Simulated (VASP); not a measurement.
# GaP (F-43m) in VASP: notebook, part 2 of 2

VASP 6.6.1. Earlier steps stand in the parts before.

## 4. Band structure, r2SCAN, spin-orbit coupling, no magnetisation

INCAR reads:

```
SYSTEM = GaP
ALGO = Normal
EDIFF = 1E-6
ENCUT = 520
GGA_COMPAT = .False.
ISIF = 2
ISMEAR = -1
LASPH = .True.
LCHARG = .False.
LMIXTAU = .True.
LORBIT = 11
LREAL = .False.
LSORBIT = .True.
LWAVE = .False.
MAGMOM = 0 0 0 0 0 0
METAGGA = R2SCAN
NELM = 60
PREC = Accurate
SIGMA = 0.05
```

KPOINTS reads:

```
k-points
0
Gamma
  6 6 6
  0 0 0
```

POSCAR reads:

```
GaP
1.0
    0.0000000000      2.7252500000      2.7252500000
    2.7252500000      0.0000000000      2.7252500000
    2.7252500000      2.7252500000      0.0000000000
Ga P
1 1
Direct
    0.0000000000      0.0000000000      0.0000000000
    0.7500000000      0.7500000000      0.7500000000
```

KPOINTS_OPT reads:

```
path GXWKGLUWLK,UX
10
line-mode
reciprocal
 0.0000000000  0.0000000000  0.0000000000  G
 0.5000000000  0.0000000000  0.5000000000  X

 0.5000000000  0.0000000000  0.5000000000  X
 0.5000000000  0.2500000000  0.7500000000  W

 0.5000000000  0.2500000000  0.7500000000  W
 0.3750000000  0.3750000000  0.7500000000  K

 0.3750000000  0.3750000000  0.7500000000  K
 0.0000000000  0.0000000000  0.0000000000  G

 0.0000000000  0.0000000000  0.0000000000  G
 0.5000000000  0.5000000000  0.5000000000  L

 0.5000000000  0.5000000000  0.5000000000  L
 0.6250000000  0.2500000000  0.6250000000  U

 0.6250000000  0.2500000000  0.6250000000  U
 0.5000000000  0.2500000000  0.7500000000  W

 0.5000000000  0.2500000000  0.7500000000  W
 0.5000000000  0.5000000000  0.5000000000  L

 0.5000000000  0.5000000000  0.5000000000  L
 0.3750000000  0.3750000000  0.7500000000  K

 0.6250000000  0.2500000000  0.6250000000  U
 0.5000000000  0.0000000000  0.5000000000  X
```

Potentials or basis: VASP PAW PBE potentials, release 64 (Ga_d, P).

On the command line:

```sh
$ cat potpaw_PBE.64/Ga_d/POTCAR potpaw_PBE.64/P/POTCAR > POTCAR
$ mpirun -np 1 vasp_ncl > vasp.out
```

OUTCAR:

```text
SYSTEM = GaP
   EDIFF = 1E-6
   ENCUT = 520
   ISIF = 2
   ISMEAR = -1
   LASPH = .True.
   LORBIT = 11
   LREAL = .False.
   LSORBIT = .True.
   METAGGA = R2SCAN
   NELM = 60
   PREC = Accurate

 ion  position               nearest neighbor table
   1  0.000  0.000  0.000-   2 2.36   2 2.36   2 2.36   2 2.36
   2  0.750  0.750  0.750-   1 2.36   1 2.36   1 2.36   1 2.36

  LATTYP: Found a face centered cubic cell.
 ALAT       =     5.4505000000

  Lattice vectors:

 A1 = (   0.0000000000,   2.7252500000,   2.7252500000)
 A2 = (   2.7252500000,   0.0000000000,   2.7252500000)
 A3 = (   2.7252500000,   2.7252500000,   0.0000000000)

Analysis of symmetry for initial positions (statically):
=====================================================================
 Subroutine PRICEL returns:
 Original cell was already a primitive cell.

 Routine SETGRP: Setting up the symmetry group for a
 face centered cubic supercell.

 Subroutine GETGRP returns: Found 24 space group operations
 (whereof 24 operations were pure point group operations)
 out of a pool of 48 trial point group operations.

The static configuration has the point symmetry T_d .

Analysis of symmetry for dynamics (positions and initial velocities):
=====================================================================
 Subroutine PRICEL returns:
 Original cell was already a primitive cell.

 Routine SETGRP: Setting up the symmetry group for a
 face centered cubic supercell.

 Subroutine GETGRP returns: Found 24 space group operations
 (whereof 24 operations were pure point group operations)
 out of a pool of 48 trial point group operations.

The dynamic configuration has the point symmetry T_d .

Analysis of structural, dynamic, and magnetic symmetry:
=====================================================================
 Subroutine PRICEL returns:
 Original cell was already a primitive cell.

 Routine SETGRP: Setting up the symmetry group for a
 face centered cubic supercell.

 Subroutine GETGRP returns: Found 24 space group operations
[... 820 lines left out ...]
 -----------------------------------------------------------------------------------
    total drift:                                0.000002      0.000002      0.000002

  FREE ENERGIE OF THE ION-ELECTRON SYSTEM (eV)
  ---------------------------------------------------
  free  energy   TOTEN  =       -21.4567680400 eV

  energy  without entropy=      -21.4567680396  energy(sigma->0) =      -21.45676804

 Spin-Orbit-Coupling matrix elements

 Ion:    1  E_soc:     -0.0112497
 l=   1
     0.0000000    -0.0010490    -0.0010490
    -0.0010490     0.0000000    -0.0010490
    -0.0010490    -0.0010490     0.0000000
 l=   2
     0.0000000    -0.0001685     0.0000000    -0.0001685    -0.0006574
    -0.0001685     0.0000000    -0.0004931    -0.0001685    -0.0001644
     0.0000000    -0.0004931     0.0000000    -0.0004931     0.0000000
    -0.0001685    -0.0001685    -0.0004931     0.0000000    -0.0001644
    -0.0006574    -0.0001644     0.0000000    -0.0001644     0.0000000
 l=   3
     0.0000000     0.0000000     0.0000000     0.0000000     0.0000000     0.0000000     0.0000000
     0.0000000     0.0000000     0.0000000     0.0000000     0.0000000     0.0000000     0.0000000
     0.0000000     0.0000000     0.0000000     0.0000000     0.0000000     0.0000000     0.0000000
     0.0000000     0.0000000     0.0000000     0.0000000     0.0000000     0.0000000     0.0000000
     0.0000000     0.0000000     0.0000000     0.0000000     0.0000000     0.0000000     0.0000000
     0.0000000     0.0000000     0.0000000     0.0000000     0.0000000     0.0000000     0.0000000
     0.0000000     0.0000000     0.0000000     0.0000000     0.0000000     0.0000000     0.0000000

 Ion:    2  E_soc:     -0.0008252
 l=   1
     0.0000000    -0.0001375    -0.0001375
    -0.0001375     0.0000000    -0.0001375
    -0.0001375    -0.0001375     0.0000000
 l=   2
     0.0000000     0.0000000     0.0000000     0.0000000     0.0000000
     0.0000000     0.0000000     0.0000000     0.0000000     0.0000000
     0.0000000     0.0000000     0.0000000     0.0000000     0.0000000
     0.0000000     0.0000000     0.0000000     0.0000000     0.0000000
     0.0000000     0.0000000     0.0000000     0.0000000     0.0000000
 l=   3
     0.0000000     0.0000000     0.0000000     0.0000000     0.0000000     0.0000000     0.0000000
     0.0000000     0.0000000     0.0000000     0.0000000     0.0000000     0.0000000     0.0000000
     0.0000000     0.0000000     0.0000000     0.0000000     0.0000000     0.0000000     0.0000000
     0.0000000     0.0000000     0.0000000     0.0000000     0.0000000     0.0000000     0.0000000
     0.0000000     0.0000000     0.0000000     0.0000000     0.0000000     0.0000000     0.0000000
     0.0000000     0.0000000     0.0000000     0.0000000     0.0000000     0.0000000     0.0000000
     0.0000000     0.0000000     0.0000000     0.0000000     0.0000000     0.0000000     0.0000000

 total charge

# of ion       s       p       d       tot
------------------------------------------
    1        0.829   0.848  10.018  11.695
    2        1.007   1.544   0.000   2.552
--------------------------------------------------
tot          1.836   2.393  10.018  14.247

 magnetization (x)

# of ion       s       p       d       tot
------------------------------------------
    1       -0.000  -0.000  -0.000  -0.000
    2        0.000   0.000   0.000   0.000
--------------------------------------------------
tot          0.000   0.000  -0.000   0.000

 magnetization (y)

# of ion       s       p       d       tot
------------------------------------------
    1        0.000   0.000  -0.000   0.000
    2        0.000   0.000   0.000   0.000
--------------------------------------------------
tot          0.000   0.000  -0.000   0.000

 magnetization (z)

# of ion       s       p       d       tot
------------------------------------------
    1       -0.000  -0.000  -0.000  -0.000
    2       -0.000   0.000   0.000   0.000
--------------------------------------------------
tot         -0.000  -0.000  -0.000  -0.000
```

OSZICAR:

```text
N       E                     dE             d eps       ncg     rms          rms(c)
DAV:   1     0.107634450416E+03    0.10763E+03   -0.89496E+03  1220   0.210E+03
DAV:   2    -0.920763149948E+01   -0.11684E+03   -0.11228E+03  1240   0.449E+02
DAV:   3    -0.232563363427E+02   -0.14049E+02   -0.13737E+02  1402   0.125E+02
[... 52 lines left out ...]
DAV:   9    -0.249587274368E+04   -0.15482E-06      880
       N       E                     dE             ncg
DAV:   1     0.570910783954E+04   -0.78627E+04      632
DAV:   2     0.432550799605E+04   -0.13836E+04      680
DAV:   3     0.417139162268E+04   -0.15412E+03      736
DAV:   4     0.416694614670E+04   -0.44455E+01      796
DAV:   5     0.416683989010E+04   -0.10626E+00      848
DAV:   6     0.416683334337E+04   -0.65467E-02      978
DAV:   7     0.416683330634E+04   -0.37032E-04      904
DAV:   8     0.416683330562E+04   -0.72639E-06      658
```

stdout:

```text
POSCAR found type information on POSCAR GaP
 POSCAR found :  2 types and       2 ions
 scaLAPACK will be used
 -----------------------------------------------------------------------------
|                                                                             |
|                                                                             |
|     You enforced a specific xc type in the INCAR file but a different       |
|     I HOPE YOU KNOW WHAT YOU ARE DOING!                                     |
|                                                                             |
 -----------------------------------------------------------------------------

 LDA part: xc-table for (None), standard interpolation
 POSCAR, INCAR and KPOINTS ok, starting setup
 FFT: planning ... GRIDC
 FFT: planning ... GRID_SOFT
 FFT: planning ... GRID
 WAVECAR not read
 entering main loop
 Start KPOINTS_OPT (optional k-point list driver)
k-point batch [1-22\100]
k-point batch [23-44\100]
k-point batch [45-66\100]
k-point batch [67-88\100]
k-point batch [89-100\100]
```

Wall time 16 min (1 thread of Intel Xeon Platinum 8488C (Sapphire Rapids), shared host); peak memory 0.35 GiB.

What came out:

```
Free energy                                           : -21.4568 eV
Pressure                                              : -0.1 GPa
Valence electrons inside the program's atomic spheres : Ga 11.70; P 2.55
```

Caveat: the PAW data sets were made with another functional, which shifts forces and pressure a little.

## 5. Summary

```csv
task,level,spin,k mesh,gap on the mesh (eV),pressure (GPa)
Born charges and dielectric tensor,PBEsol,off,8 × 8 × 8,1.52,-
band structure,r2SCAN,off,8 × 8 × 8,1.90,0.0
band structure,r2SCAN,"SOC, no magnetisation",6 × 6 × 6,-,-0.1
```

Alike in all rows: potentials or basis VASP PAW PBE potentials, release 64 (Ga_d, P); cell as given; cutoff (eV) 520; smearing fermi-dirac 0.05 eV.

Caveats: the PAW data sets were made with another functional, which shifts forces and pressure a little.

Total energies depend on the potentials used, so only differences within one code and one set of settings carry meaning.

## 6. Against experiment

Step 2. A measured gap of GaP is 2.34 eV (indirect; 10 K; quoted in “Stacking defects in GaP nanowires: Electronic structure and optical properties”, 2018, arxiv:1810.01194); the calculated 1.52 eV misses it by -0.82 eV. Spin-orbit coupling on Ga is left out. The value is that of PBEsol on a finite k mesh, which can miss the band edges, without temperature or zero-point motion. Semilocal functionals fall short of measured gaps as a rule.

Step 3. Measured gap of GaP: 2.34 eV (indirect; 10 K; quoted in “Stacking defects in GaP nanowires: Electronic structure and optical properties”, 2018, arxiv:1810.01194). This calculation gives 1.85 eV (-0.49 eV). Spin-orbit coupling on Ga is left out. The value is that of r2SCAN, without temperature or zero-point motion.
